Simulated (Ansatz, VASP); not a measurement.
# W in VASP and in Ansatz

The input INCAR:

```
  PREC = Accurate
  ENCUT = 520
  EDIFF = 1E-6
  ISMEAR = 0
  SIGMA = 0.15
  LREAL = False
  LASPH = True
  NELM = 80
  ALGO = Fast
  ISIF = 2
  LWAVE = False
  LCHARG = False
  NBANDS = 13
```

Contents of KPOINTS:

```
Automatic mesh
0
Gamma
  22 22 22
```

File POSCAR:

```
W
1.0
    0.0000000000      2.0300000000      2.0300000000
    2.0300000000      0.0000000000      2.0300000000
    2.0300000000      2.0300000000      0.0000000000
W
1
Direct
    0.0000000000      0.0000000000      0.0000000000
```

Input for Ansatz:

```yaml
crystal:
  lattice:
    - [0.0, 2.03, 2.03]
    - [2.03, 0.0, 2.03]
    - [2.03, 2.03, 0.0]
  atoms:
    - { symbol: W, position: [0.0, 0.0, 0.0] }
basis:
  ecutwfc: 420
kpoints:
  mp_grid: { grid: [22, 22, 22] }
hamiltonian:
  xc: lda
scf:
  occupations: { method: gaussian, width: 0.15 }
output:
  forces: true
  stress: true
  eigenvalues: true
```

This isn't the form of W at room conditions, which is bcc.

Alike in both runs: task single point; functional LDA; k mesh 22 × 22 × 22; occupations gaussian, width 0.15 eV; no spin polarisation.

```csv
,VASP,Ansatz
version,VASP 6.6.1,Ansatz 0.2.0
potentials or method,"VASP PAW LDA potentials, release 64 (W_sv)","scalar-relativistic, plane waves, PAW"
plane-wave cutoff (eV),520,420
valence electrons in the cell,14,14
```

```tsv
	VASP	Ansatz	Ansatz less VASP
gap on the k mesh at the Fermi level (eV)	none	none	-
pressure (GPa)	-16.5	-17.9	-1.41
```

A gap of «none» marks a metal or a gap that the smearing closes.

Caveats: so large a pressure means that the cell lies far from this level's equilibrium, or that cutoff or potentials fall short (VASP). Spin-orbit coupling is left out, which matters for the levels of W.
